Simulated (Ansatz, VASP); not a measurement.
## Two plane-wave programs on Bi

```
Bi
1.0
     3.54192    0.00000    0.00000
    -1.77096    3.06739    0.00000
     0.00000    0.00000    5.82272
Bi
2
Cartesian
  0.0000 2.0449 1.4557
  1.7710 1.0225 4.3670
```

Alike in both runs: functional PBE; k mesh 10 × 10 × 6; occupations fermi-dirac, width 0.1 eV; no spin polarisation.

Ansatz relaxed the structure, and its values are those at the end. VASP's run is a single point on that final structure, the one shown.

|  | VASP | Ansatz |
| --- | --- | --- |
| version | VASP 6.6.1 | Ansatz 0.2.0 |
| potentials or method | VASP PAW PBE potentials, release 64 (Bi_d) | plane waves (420 eV) with PAW, scalar-relativistic |
| plane-wave cutoff (eV) | 520 | 420 |
| valence electrons in the cell | 30 | 30 |

|  | VASP | Ansatz | Ansatz less VASP |
| --- | --- | --- | --- |
| pressure (GPa) | -0.1 | 0.0 | +0.07 |
